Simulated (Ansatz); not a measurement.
# RuS2 (CdI2 type): a single-point run

The task is a single-point run on RuS2 (CdI2 type). The structure is shown as the input types it.

Program: Ansatz 0.2.0. Level of theory: DFT PBE, scalar-relativistic, plane waves, PAW. These are calculated values, not measurements.

5 further runs of the same task are left out: 4 that didn't finish, 1 set aside as unsound or not needed. Runs told in other sessions of the task aren't counted.

### Step 1. The starting structure

It takes space group P-3m1 (No. 164, trigonal). Conventional cell: a = 3.436 Å, b = 3.436 Å, c = 5.159 Å, α = 90.00°, β = 90.00°, γ = 120.00°. Ru (site symmetry -3m) is surrounded by 6 S at 2.38 Å. S (site symmetry 3m) has 3 Ru at 2.38 Å in its first shell of neighbours.

Structure file:

```cif
data_structure
_symmetry_space_group_name_H-M 'P 1'
_symmetry_Int_Tables_number 1
_cell_length_a 3.4363
_cell_length_b 3.4363
_cell_length_c 5.1593
_cell_angle_alpha 90.000
_cell_angle_beta 90.000
_cell_angle_gamma 120.000
_cell_volume 52.76
loop_
_atom_site_label
_atom_site_type_symbol
_atom_site_fract_x
_atom_site_fract_y
_atom_site_fract_z
_atom_site_occupancy
Ru1 Ru 0.00000 0.00000 0.00000 1
S1 S 0.33333 0.66667 0.25378 1
S2 S 0.66667 0.33333 0.74622 1
```

### Step 2. The calculation

Contents of input.yaml:

```yaml
crystal:
  lattice:
    - [3.436329560626, 0.0, 0.0]
    - [-1.718164780313, 2.975948695278, 0.0]
    - [0.0, 0.0, 5.1593450393]
  atoms:
    - { symbol: Ru, position: [0.0, 0.0, 0.0], spin: 2.0 }
    - { symbol: S, position: [0.3333333333333, 0.6666666666667, 0.2537758778] }
    - { symbol: S, position: [0.6666666666667, 0.3333333333333, 0.7462241222] }
basis:
  ecutwfc: 420
  ecutrho_ratio: 4
kpoints:
  mp_grid: { grid: [12, 12, 8] }
hamiltonian:
  xc: pbe
scf:
  occupations: { method: fermi_dirac, width: 0.3 }
  n_extra_bands: 0
  max_iter: 100
output:
  forces: true
  stress: true
magnetization:
  spin_polarized: true
```

Launch:

```bash
> ansatz run input.yaml --threads 2 --pin off --max-ram 2662MiB --backend cpu --events-out ev --progress --plain --runs-dir out
```

What happens when this is run?

Nothing was computed: the input was turned down at the start. It says: «inconsistent input (scf.n_extra_bands): n_bands = 14 cannot host the net starting moment |Σ_I m_I| = 2.0000 μB: with N_el = 28 the majority spin channel must hold (N_el + |M|)/2 = 15.0000 electrons at no more than one per band ...»

In the input, scf.n_extra_bands is 0. The band count leaves no room above the highest filled state.

Remedy: leave the band count at its default.
